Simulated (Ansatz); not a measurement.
# Se (Pm-3m) in Ansatz: settings compared

The runs below take Se through relaxation of cell and atoms, with revPBE, BLYP, r2SCAN.

All numbers are computed with Ansatz 0.2.0; they aren't measurements. Logs are shortened: lines on timing, memory, paths and dates and some standing lists are left out, and cuts for length are marked.

### 1 Starting point

It takes space group Pm-3m (No. 221, cubic). Conventional cell: a = 2.811 Å, b = 2.811 Å, c = 2.811 Å, α = 90.00°, β = 90.00°, γ = 90.00°. Se (site symmetry m-3m) has 6 Se at 2.81 Å as nearest neighbours.

This isn't the form of Se at room conditions, which is trigonal, of chains.

### 2 Relaxation of cell and atoms, revPBE

File input.yaml:

```yaml
crystal:
  lattice:
    - [2.81056302, 0.0, 0.0]
    - [0.0, 2.81056302, 0.0]
    - [0.0, 0.0, 2.81056302]
  atoms:
    - { symbol: Se, position: [0.0, 0.0, 0.0] }
hamiltonian:
  xc: revpbe
  pseudopotentials: { kind: paw }
kpoints:
  mp_grid: { grid: [9, 9, 9] }
scf:
  occupations: { method: fermi_dirac, width: 0.05 }
output:
  forces: true
  stress: true
  eigenvalues: true
relax:
  f_tol: 0.01
  max_steps: 40
  cell: { stress_tol: 0.05 }
```

Potentials or basis: Ansatz PAW.

Command:

```bash
$ ansatz run input.yaml --threads 2 --pin off --max-ram 5632MiB --backend cpu --events-out ev --progress --plain --runs-dir out
```

Output:

```text
Warning: RAYON_NUM_THREADS=2 ignored (pool sized by the plan → 2); use --threads N
Engine: ansatz 0.2.0, aarch64-unknown-linux-gnu
Pseudopotentials: kind: paw
Pseudopotential: Se, paw, valence charge 16, recommended cutoff 420 eV (normal), Se.paw.azcp
Functional definition: revPBE
  parameter kappa = 1.245
  parameter beta = 0.06672455060314922
  exchange = pbe_x(kappa = kappa, mu = beta*pi^2/3)
  correlation = pbe_c(beta = beta)
Crystal: 1 atoms, lattice volume = 22.201 Å³
Basis set: ecut = 420 eV, 461 PW (Γ), exchange–correlation on 40×40×40 points (8 copies of the dense FFT grid, shifted against one another)
Bands: 12, of which v1, the nominal top of the filled ones, is band 8 counted from 1 (7 counted from 0)
Symmetry: 48 space group operations
Space group: Pm-3m (ITA 221), of the structure as read, at distance tolerance 2.8e-5 Å
k-points: 35 of 729
Non-local potential: Se, projectors of the file, l = 0: 2, l = 1: 2, l = 2: 3, l = 3: 1
PAW form: soft (Blöchl's): semilocal exchange-correlation on the pseudo side does not see the compensation charge
PAW frozen core: Se, regenerated for the run's functional, and the local potential with it (the file was generated under x = pbe(κ = 0.804, μ = 0.2195149727645171), c = pbe(β = 0.06672455060314922))
PAW one-centre angular grid: Se, 590 points (default); XC on 64 Gauss nodes
Initial density: superposition of atomic densities (neutral atoms: chi_scale 0, normalization atom), corrected by the library's trained network
Initial wavefunctions: pseudopotential atomic-orbital guess
Functional: x = revpbe(κ = 1.245, μ = 0.2195149727645171), c = pbe(β = 0.06672455060314922)
SCF iter   1: F=—  HF=-5473.148202 eV  |F-HF|=—  |Δ(HF+E_count)|=         —  Δρ=1.87e-3  dr2=8.07e-4  ethr=1.77e-3  ⟨swp⟩=5.4  Hψ=2536  notcnv=0
preconditioner: auto → LDOS  [metal: Δε(μ)=0.067 eV  Ē_g=14.792 eV  σ=0.050 eV  W_gap=0.30  n_scr=6 (ndim 8)  ℏωp=19.3 eV  f_vac=0.022  D(μ)=0.86/eV (n_scr^D=6)  β→1.0]
SCF iter   2: F=—  HF=-5473.148722 eV  |F-HF|=—  |Δ(HF+E_count)|=   5.20e-4  Δρ=5.32e-4  dr2=4.20e-5  ethr=5.04e-6  ⟨swp⟩=2.0  Hψ=1111  notcnv=0  defer=5
SCF iter   3: F=—  HF=-5473.148730 eV  |F-HF|=—  |Δ(HF+E_count)|=   8.87e-6  Δρ=2.04e-4  dr2=1.30e-5  ethr=2.63e-7  ⟨swp⟩=2.2  Hψ=716  notcnv=0  defer=5
SCF iter   4: F=—  HF=-5473.148687 eV  |F-HF|=—  |Δ(HF+E_count)|=   4.38e-5  Δρ=5.92e-5  dr2=1.12e-6  ethr=8.10e-8  ⟨swp⟩=2.0  Hψ=695  notcnv=0  defer=5
iter 5 did not close the SCF: its close was put off for the readings that it lacked (scf_convergence_deferred on its scf_iter line)
SCF iter   5: F=-5473.148686 eV  HF=-5473.148686 eV  |F-HF|=3.82e-9  |Δ(HF+E_count)|=   5.75e-7  Δρ=7.14e-6  dr2=1.30e-8  ethr=7.02e-9  ⟨swp⟩=2.0  Hψ=693  notcnv=0  defer=5
SCF iter   6: F=-5473.148686 eV  HF=-5473.148686 eV  |F-HF|=2.01e-10  |Δ(HF+E_count)|=   3.11e-9  Δρ=1.27e-6  dr2=2.25e-10  ethr=8.13e-11  ⟨swp⟩=2.4  Hψ=1498  notcnv=0
SCF 1 converged in 6 iterations: F = -5473.148686 eV  dr2 = 2.25e-10
relax step   1: F+E_penalty+E_count = -5473.14868599 eV  Δ(F+E_penalty+E_count) = +0.000e0 eV  max|allowed force component| = 0.000e0 eV/Å  Δτ_max = 0.0000 Å  P = +3.296 GPa  Ω = 22.201 Å³  (6 SCF iters, dr2 threshold 1.00e-7 eV, accepted)
Crystal: 1 atoms, lattice volume = 23.974 Å³
Initial density: handed on by an earlier stage of this run
Initial wavefunctions: those handed on with the density
iter 1 solved again at ethr=6.12e-6 eV; its pass at ethr=3.10e-3 eV (dr2=9.79e-4 eV) is discarded
SCF iter   1: F=—  HF=-5473.154671 eV  |F-HF|=—  |Δ(HF+E_count)|=         —  Δρ=1.69e-3  dr2=9.70e-4  ethr=6.12e-6  ⟨swp⟩=1.5  Hψ=3420  notcnv=0
preconditioner: auto → LDOS  [insulator: Δε(μ)=0.128 eV  Ē_g=14.363 eV  σ=0.050 eV  W_gap=0.56  n_scr=6 (ndim 8)  ℏωp=18.6 eV  f_vac=0.039  D(μ)=0.69/eV (n_scr^D=6)  ε∞_Penn≈2.7  β→1.0]
SCF iter   2: F=—  HF=-5473.154734 eV  |F-HF|=—  |Δ(HF+E_count)|=   6.34e-5  Δρ=4.50e-4  dr2=4.32e-5  ethr=6.06e-6  ⟨swp⟩=2.0  Hψ=693  notcnv=0
SCF iter   3: F=—  HF=-5473.154724 eV  |F-HF|=—  |Δ(HF+E_count)|=   1.07e-5  Δρ=1.94e-4  dr2=1.38e-5  ethr=2.70e-7  ⟨swp⟩=2.0  Hψ=698  notcnv=0
SCF iter   4: F=—  HF=-5473.154696 eV  |F-HF|=—  |Δ(HF+E_count)|=   2.80e-5  Δρ=4.50e-5  dr2=2.67e-7  ethr=8.64e-8  ⟨swp⟩=2.0  Hψ=698  notcnv=0
SCF iter   5: F=-5473.154696 eV  HF=-5473.154696 eV  |F-HF|=1.46e-9  |Δ(HF+E_count)|=   7.40e-7  Δρ=2.45e-6  dr2=5.27e-10  ethr=6.25e-10  ⟨swp⟩=6.8  Hψ=2218  notcnv=0
SCF 2 converged in 5 iterations: F = -5473.154696 eV  dr2 = 5.27e-10
relax step   2: F+E_penalty+E_count = -5473.15469649 eV  Δ(F+E_penalty+E_count) = -6.010e-3 eV  max|allowed force component| = 0.000e0 eV/Å  Δτ_max = 0.0000 Å  P = -1.846 GPa  Ω = 23.974 Å³  energy of the carried Pulay correction = -8.174e-5 eV  (5 SCF iters, dr2 threshold 1.00e-7 eV, accepted)
Crystal: 1 atoms, lattice volume = 23.306 Å³
iter 1 solved again at ethr=7.77e-7 eV; its pass at ethr=3.10e-3 eV (dr2=1.24e-4 eV) is discarded
SCF iter   1: F=—  HF=-5473.159019 eV  |F-HF|=—  |Δ(HF+E_count)|=         —  Δρ=6.01e-4  dr2=1.17e-4  ethr=7.77e-7  ⟨swp⟩=2.4  Hψ=3190  notcnv=0
preconditioner: auto → LDOS  [insulator: Δε(μ)=0.116 eV  Ē_g=14.520 eV  σ=0.050 eV  W_gap=0.52  n_scr=6 (ndim 8)  ℏωp=18.8 eV  f_vac=0.032  D(μ)=0.75/eV (n_scr^D=6)  ε∞_Penn≈2.7  β→1.0]
SCF iter   2: F=—  HF=-5473.159020 eV  |F-HF|=—  |Δ(HF+E_count)|=   3.95e-7  Δρ=1.61e-4  dr2=4.89e-6  ethr=7.30e-7  ⟨swp⟩=2.1  Hψ=685  notcnv=0
SCF iter   3: F=—  HF=-5473.158983 eV  |F-HF|=—  |Δ(HF+E_count)|=   3.70e-5  Δρ=7.20e-5  dr2=1.78e-6  ethr=3.05e-8  ⟨swp⟩=2.0  Hψ=698  notcnv=0
SCF iter   4: F=-5473.158979 eV  HF=-5473.158979 eV  |F-HF|=9.82e-8  |Δ(HF+E_count)|=   3.73e-6  Δρ=1.68e-5  dr2=3.78e-8  ethr=6.25e-10  ⟨swp⟩=3.5  Hψ=2046  notcnv=0
SCF 3 converged in 4 iterations: F = -5473.158979 eV  dr2 = 3.78e-8
relax step   3: F+E_penalty+E_count = -5473.15897897 eV  Δ(F+E_penalty+E_count) = -4.282e-3 eV  max|allowed force component| = 0.000e0 eV/Å  Δτ_max = 0.0000 Å  P = -0.150 GPa  Ω = 23.306 Å³  energy of the carried Pulay correction = -5.169e-5 eV  (4 SCF iters, dr2 threshold 1.00e-7 eV, accepted)
Crystal: 1 atoms, lattice volume = 23.253 Å³
iter 1 solved again at ethr=6.99e-9 eV; its pass at ethr=3.10e-3 eV (dr2=1.12e-6 eV) is discarded
SCF iter   1: F=—  HF=-5473.159048 eV  |F-HF|=—  |Δ(HF+E_count)|=         —  Δρ=5.37e-5  dr2=1.04e-6  ethr=6.99e-9  ⟨swp⟩=2.3  Hψ=3055  notcnv=0
preconditioner: auto → LDOS  [insulator: Δε(μ)=0.113 eV  Ē_g=14.531 eV  σ=0.050 eV  W_gap=0.51  n_scr=6 (ndim 8)  ℏωp=18.9 eV  f_vac=0.035  D(μ)=0.75/eV (n_scr^D=6)  ε∞_Penn≈2.7  β→1.0]
SCF iter   2: F=—  HF=-5473.159007 eV  |F-HF|=—  |Δ(HF+E_count)|=   4.10e-5  Δρ=1.65e-5  dr2=5.55e-8  ethr=3.53e-10  ⟨swp⟩=3.1  Hψ=1722  notcnv=0
SCF iter   3: F=—  HF=-5473.159007 eV  |F-HF|=—  |Δ(HF+E_count)|=   5.92e-8  Δρ=6.90e-6  dr2=1.68e-8  ethr=3.47e-10  ⟨swp⟩=5.3  Hψ=1966  notcnv=0
SCF iter   4: F=-5473.159007 eV  HF=-5473.159007 eV  |F-HF|=3.58e-10  |Δ(HF+E_count)|=   2.91e-8  Δρ=1.02e-6  dr2=1.06e-10  ethr=1.05e-10  ⟨swp⟩=4.4  Hψ=1554  notcnv=0
SCF 4 converged in 4 iterations: F = -5473.159007 eV  dr2 = 1.06e-10
relax step   4: F+E_penalty+E_count = -5473.15900699 eV  Δ(F+E_penalty+E_count) = -2.802e-5 eV  max|allowed force component| = 0.000e0 eV/Å  Δτ_max = 0.0000 Å  P = -0.005 GPa  Ω = 23.253 Å³  energy of the carried Pulay correction = -4.928e-5 eV  (4 SCF iters, dr2 threshold 5.65e-8 eV, accepted)
Initial wavefunctions: pseudopotential atomic-orbital guess (no wavefunctions were taken with the density)
iter 1 solved again at ethr=1.47e-7 eV; its pass at ethr=3.10e-3 eV (dr2=2.35e-5 eV) is discarded
SCF iter   1: F=—  HF=-5473.153599 eV  |F-HF|=—  |Δ(HF+E_count)|=         —  Δρ=1.12e-3  dr2=8.06e-6  ethr=1.47e-7  ⟨swp⟩=2.2  Hψ=3496  notcnv=0
preconditioner: auto → LDOS  [insulator: Δε(μ)=0.112 eV  Ē_g=14.535 eV  σ=0.050 eV  W_gap=0.51  n_scr=6 (ndim 8)  ℏωp=18.9 eV  f_vac=0.035  D(μ)=0.75/eV (n_scr^D=6)  ε∞_Penn≈2.7  β→1.0]
SCF iter   2: F=—  HF=-5473.159040 eV  |F-HF|=—  |Δ(HF+E_count)|=   5.44e-3  Δρ=5.67e-5  dr2=1.12e-6  ethr=5.04e-8  ⟨swp⟩=2.0  Hψ=523  notcnv=0
SCF iter   3: F=—  HF=-5473.159039 eV  |F-HF|=—  |Δ(HF+E_count)|=   7.85e-7  Δρ=2.34e-5  dr2=1.49e-7  ethr=7.03e-9  ⟨swp⟩=2.0  Hψ=518  notcnv=0
SCF iter   4: F=—  HF=-5473.159040 eV  |F-HF|=—  |Δ(HF+E_count)|=   6.60e-7  Δρ=4.96e-6  dr2=8.79e-9  ethr=9.30e-10  ⟨swp⟩=2.0  Hψ=687  notcnv=0
SCF iter   5: F=—  HF=-5473.159040 eV  |F-HF|=—  |Δ(HF+E_count)|=   1.20e-8  Δρ=1.82e-6  dr2=2.58e-10  ethr=5.49e-11  ⟨swp⟩=2.0  Hψ=701  notcnv=0
SCF iter   6: F=-5473.159040 eV  HF=-5473.159040 eV  |F-HF|=1.18e-11  |Δ(HF+E_count)|=   1.38e-9  Δρ=1.86e-7  dr2=8.36e-12  ethr=1.00e-12  ⟨swp⟩=3.8  Hψ=1850  notcnv=0
SCF 5 converged in 6 iterations: F = -5473.159040 eV  dr2 = 8.36e-12
relax step   5: F+E_penalty+E_count = -5473.15904010 eV  Δ(F+E_penalty+E_count) = -3.311e-5 eV  max|allowed force component| = 0.000e0 eV/Å  Δτ_max = 0.0000 Å  P = -0.009 GPa  Ω = 23.253 Å³  stress off target by 8.70e-3 GPa  SCF on the basis re-selected at this cell (its energy is not comparable with the rows above)  (6 SCF iters)
basis re-selected at this cell: Δ(F+E_penalty+E_count) = -3.311e-5 eV, ΔP = -0.004 GPa vs the last step (what re-selecting the basis moved, of the pressure what is left beyond the Pulay correction that the steps carried, after the strain that the cell walked since its last selection, with what the two solves' SCF thresholds leave and, on support functions, any second-order correction that the steps lacked; it is no measure of the basis error at this ecutwfc). This SCF's stress stands 8.70e-3 GPa from its target on what of the cell is left free (relax.cell.stress_tol is 5.00e-2 GPa) and its largest allowed force component is 0.00e0 eV/Å (relax.f_tol is 1.00e-2 eV/Å): within both
SCF converged after 6 iterations
Free energy (F): -5473.159040 eV
Harris-Foulkes:  -5473.159040 eV  (|F-HF|=1.18e-11)
Internal energy: -5473.152931 eV  (E = F + TS)
E sigma→0 (E₀):  -5473.155985 eV
Entropy (-TS):   -0.006109 eV (-6.109 meV/atom)
Fermi energy:    9.377715 eV
--- Per-component energies (eV) ---
  E_band       = -373.689318
  E_kinetic    = 116.014842
  E_local      = -2268.123697  (includes V_loc(G=0)·N_el)
  E_nonlocal   = -595.243808
  E_hartree    = 1126.069284
  E_xc         = -103.351427
  E_vxc        = -96.855848  (∫ρ·V_xc dr)
  E_paw        = -1916.120821  (= ΣΔE_a)
  E_vpaw       = 218.381134  (= ΣTr[D̂ρ^β])
  E_aug_tail   = -0.000585  (compensation charges beyond the density's cutoff)
  E_ewald      = -1832.199290
  E_core_change = -0.197430  (= ΣΔE_core)
  E_smearing   = -0.006109  (= −TS)
  E_closure    = -0.000000  (closes the sum)
  Σ components = -5473.159040   (vs F -5473.159040, Δ=0.00e0)
--- Forces (eV/Å), atoms counted from 1 ---
  atom   1  Se     0.00000000     0.00000000     0.00000000
  max |Σ_I F_I| component: 1.23e-32 eV/Å
--- Stress (GPa, compression-positive) ---
       -0.008705      -0.000000       0.000000
       -0.000000      -0.008705       0.000000
        0.000000       0.000000      -0.008705
  P = ⅓ Tr σ = -0.0087 GPa (-0.087 kbar)
--- Band table (eV; the first three rows and the last of 35) ---
  k-point 0: bands = ["-39.1067", "-39.1067", "-39.0871", "-39.0871", "-39.0871", "-6.3981", "10.7288", "10.7288", "10.7288", "17.2206", "17.2206", "17.2303"]
  k-point 1: bands = ["-39.1066", "-39.1042", "-39.0878", "-39.0878", "-39.0871", "-6.2307", "9.1550", "10.8593", "10.8593", "17.3940", "17.4332", "19.1669"]
  k-point 2: bands = ["-39.1064", "-39.0978", "-39.0893", "-39.0893", "-39.0870", "-5.7565", "6.5528", "11.2150", "11.2150", "17.8898", "18.0478", "22.6000"]
  k-point 34: bands = ["-39.0976", "-39.0976", "-39.0976", "-39.0744", "-39.0744", "-0.7901", "6.2001", "6.2001", "6.2561", "15.3492", "15.6636", "15.6636"]
--- Relaxed structure (4 steps of the walk, 4 accepted, 1 SCFs on fresh bases) ---
  F+E_penalty+E_count = -5473.15904010 eV   max|allowed force component| = 0.000e0 eV/Å   (the final SCF, on the basis selected at the relaxed cell)
  cell:  # Å, volume = 23.2532 Å³
    - [2.854262627830422, -9.790143883968448e-34, 1.0271626370065257e-33]
    - [-9.790143883968448e-34, 2.854262627830422, 1.6049416203226965e-35]
    - [7.703719777548943e-34, 1.6049416203226965e-35, 2.854262627830422]
  atoms:
    - { symbol: Se, position: [0.0, 0.0, 0.0] }
```

It took 2.3 s on 2 threads of Arm Neoverse V1, shared host; peak memory 0.27 GiB.

What came out:

```
Free energy                            : -5473.1590 eV
Relaxed volume                         : 23.25 Å³/atom
Relaxed cell                           : a = 2.854 Å, b = 2.854 Å, c = 2.854 Å, α = 90.00°, β = 90.00°, γ = 90.00°
Space group after relaxing (to 0.05 Å) : Pm-3m (No. 221)
Energy gained by relaxing              : 10.4 meV/atom
Ionic steps                            : 5
Pressure after relaxing                : 0.0 GPa
Band gap on the k mesh                 : none (metal or under the smearing width)
```

The path:
| step | energy change (eV) | largest force (eV/Å) | volume (Å³) |
| --- | --- | --- | --- |
| 1 | 0.0000 | 0.0000 | 22.20 |
| 2 | -0.0060 | 0.0000 | 23.97 |
| 3 | -0.0103 | 0.0000 | 23.31 |
| 4 | -0.0103 | 0.0000 | 23.25 |
| 5 | -0.0104 | 0.0000 | 23.25 |

Final structure:
```cif
data_structure
_symmetry_space_group_name_H-M 'P 1'
_symmetry_Int_Tables_number 1
_cell_length_a 2.8543
_cell_length_b 2.8543
_cell_length_c 2.8543
_cell_angle_alpha 90.000
_cell_angle_beta 90.000
_cell_angle_gamma 90.000
_cell_volume 23.25
loop_
_atom_site_label
_atom_site_type_symbol
_atom_site_fract_x
_atom_site_fract_y
_atom_site_fract_z
_atom_site_occupancy
Se1 Se 0.00000 0.00000 0.00000 1
```

Caveat: the plane-wave basis is chosen anew once the cell has moved, so the energies of steps on either side of that aren't comparable; the PAW data sets come from PBE, with cores solved anew for the run's functional, which leaves a small shift of forces and pressure.

### 3 Relaxation of cell and atoms, BLYP

Changes to input.yaml since step 2:

```diff
@@ -8,3 +8,3 @@
 hamiltonian:
-  xc: revpbe
+  xc: blyp
   pseudopotentials: { kind: paw }
```

Potentials or basis: Ansatz PAW.

Command:

```bash
$ ansatz run input.yaml --threads 2 --pin off --max-ram 5632MiB --backend cpu --events-out ev --progress --plain --runs-dir out
```

Run time: 2.2 s. Hardware: 2 threads of Arm Neoverse V1, shared host; peak memory 0.27 GiB.

The run converged. Its results:

| Property | Result |
| --- | --- |
| Free energy | -5479.9138 eV |
| Relaxed volume | 24.74 Å³/atom |
| Relaxed cell | a = 2.914 Å, b = 2.914 Å, c = 2.914 Å, α = 90.00°, β = 90.00°, γ = 90.00° |
| Space group after relaxing (to 0.05 Å) | Pm-3m (No. 221) |
| Energy gained by relaxing | 55.7 meV/atom |
| Ionic steps | 5 |
| Pressure after relaxing | 0.0 GPa |
| Band gap on the k mesh | none (metal or under the smearing width) |

The path:
| step | energy change (eV) | largest force (eV/Å) | volume (Å³) |
| --- | --- | --- | --- |
| 1 | 0.0000 | 0.0000 | 22.20 |
| 2 | -0.0492 | 0.0000 | 25.69 |
| 3 | -0.0552 | 0.0000 | 24.91 |
| 4 | -0.0554 | 0.0000 | 24.74 |
| 5 | -0.0557 | 0.0000 | 24.74 |

Final structure:
```cif
data_structure
_symmetry_space_group_name_H-M 'P 1'
_symmetry_Int_Tables_number 1
_cell_length_a 2.9139
_cell_length_b 2.9139
_cell_length_c 2.9139
_cell_angle_alpha 90.000
_cell_angle_beta 90.000
_cell_angle_gamma 90.000
_cell_volume 24.74
loop_
_atom_site_label
_atom_site_type_symbol
_atom_site_fract_x
_atom_site_fract_y
_atom_site_fract_z
_atom_site_occupancy
Se1 Se 0.00000 0.00000 0.00000 1
```

Levels at points of the mesh, in eV from the Fermi level:
| k point | band 6 | band 7 | band 8 | band 9 | band 10 | band 11 |
| --- | --- | --- | --- | --- | --- | --- |
| (0.00, 0.00, 0.00) | -15.30 | 1.22 | 1.22 | 1.22 | 7.71 | 8.16 |

Caveat: the plane-wave basis is chosen anew once the cell has moved, so the energies of steps on either side of that aren't comparable; the PAW data sets come from PBE, with cores solved anew for the run's functional, which leaves a small shift of forces and pressure.

[end of part 1 of 2]
